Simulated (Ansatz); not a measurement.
Before relaxation, Ti put at a top Si site (Si, Fd-3m (No. 227), (1 1 1) face):

```xyz
7
Lattice="3.8417 0.0000 0.0000 -1.9209 3.3270 0.0000 0.0000 0.0000 26.0577" Properties=species:S:1:pos:R:3 pbc="T T T"
Si    0.0000    2.2180    8.5000
Si    0.0000    0.0000    9.2842
Si    0.0000    0.0000   11.6367
Si    1.9209    1.1090   12.4013
Si    1.9209    1.1090   14.8134
Si    0.0000    2.2180   15.4874
Ti    0.0000    2.2180   18.2074
```

The calculation used Ansatz 0.2.0, DFT PBEsol, scalar-relativistic, plane waves, PAW. Settings: cutoff 420 eV, Γ-centred mesh 9×9×1 on the computed 7-atom cell, Gaussian smearing of 0.05 eV; collinear spin from starting moments 0 0 0 0 0 0 2 μB. The cell repeats along c with a dipole correction in the vacuum.

Atoms 1, 2, 3 (counted from 1) are held. The cell is fixed. Force threshold 0.03 eV/Å.

```json
{"step": "1", "E − E_final (eV)": "0.097", "largest force (eV/Å)": "1.124"}
{"step": "2", "E − E_final (eV)": "0.020", "largest force (eV/Å)": "0.534"}
{"step": "3", "E − E_final (eV)": "0.005", "largest force (eV/Å)": "0.243"}
{"step": "4", "E − E_final (eV)": "0.003", "largest force (eV/Å)": "0.091"}
{"step": "5", "E − E_final (eV)": "0.000", "largest force (eV/Å)": "0.005"}
{"step": "6", "E − E_final (eV)": "0.000", "largest force (eV/Å)": "0.005"}
```

(1) What is the final structure?

The end is the local minimum or symmetric point that this start leads to. The slab is only 7.1 Å thick, so the energy isn't converged with thickness.

## Answers

(1)
```yaml
crystal:
  lattice:
    - [3.84172, 0.00000, 0.00000]
    - [-1.92086, 3.32702, 0.00000]
    - [0.00000, 0.00000, 26.05768]
  atoms:
    - { symbol: Si, position: [0.33333, 0.66667, 0.32620] }
    - { symbol: Si, position: [0.00000, 0.00000, 0.35629] }
    - { symbol: Si, position: [0.00000, 0.00000, 0.44658] }
    - { symbol: Si, position: [0.66667, 0.33333, 0.47597] }
    - { symbol: Si, position: [0.66667, 0.33333, 0.56747] }
    - { symbol: Si, position: [0.33333, 0.66667, 0.59762] }
    - { symbol: Ti, position: [0.33333, 0.66667, 0.69498] }
```

Cost: 1 run of about 1.5 core-minutes, on Intel Xeon 6975P-C (Granite Rapids) (shared hosts).